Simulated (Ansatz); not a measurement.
# BeS: a single-point run

Wanted: a converged single-point run for BeS, and a check of what comes out. The structure is shown as the input types it. The cell is built on a prototype (CsCl type) and needn't be the phase found in nature.

Method: density functional or hybrid calculation with the settings of its input, plane waves (as first typed), in Ansatz 0.2.0.

2 further runs of the same task are left out: 1 for a known fault of the program, 1 that didn't finish. Runs told in other sessions of the task aren't counted.

## Step 1: The starting structure

It takes space group Pm-3m (No. 221, cubic). The conventional cell has a = 2.941 Å, b = 2.941 Å, c = 2.941 Å, α = 90.00°, β = 90.00°, γ = 90.00°. Be (site symmetry m-3m) has 8 S at 2.55 Å in its first shell of neighbours. S (site symmetry m-3m) has 8 Be at 2.55 Å in its first shell of neighbours.

Coordinates:

```
Be S
1.0
     2.94139    0.00000    0.00000
     0.00000    2.94139    0.00000
     0.00000    0.00000    2.94139
Be S
1 1
Direct
  0.00000 0.00000 0.00000
  0.50000 0.50000 0.50000
```

## Step 2: The run

The input, input.yaml:

```yaml
crystal:
  lattice:
    - [2.9413850405, 0.0, 0.0]
    - [0.0, 2.9413850405, 0.0]
    - [0.0, 0.0, 2.9413850405]
  atoms:
    - { symbol: Be, position: [0.0, 0.0, 0.0] }
    - { symbol: S, position: [0.5, 0.5, 0.5] }
kpoints:
  mp_grid: { grid: [6, 6, 6] }
hamiltonian:
  xc: pbesol
scf:
  occupations: { method: fermi_dirac, width: 0.02 }
  n_extra_bands: 4
  max_iter: 93
output:
  forces: true
  stress: true
  eigenvalues: true
basis:
  ecutwfc: 40
```

Command:

```bash
$ ansatz run input.yaml --threads 4 --pin off --max-ram 3686MiB --backend cpu --events-out ev --progress --plain --runs-dir out
```

What happens when this is run?

The program finished normally, with warnings (cutoff below recommended). It gives a pressure of -27 GPa, which is large.

Look at the input: basis.ecutwfc is 40. The basis cutoff is far too low: the plane waves can't represent the orbitals near the cores. The potentials' recommended cutoff is 420 eV.

To check: delete basis.ecutwfc (the default then holds).
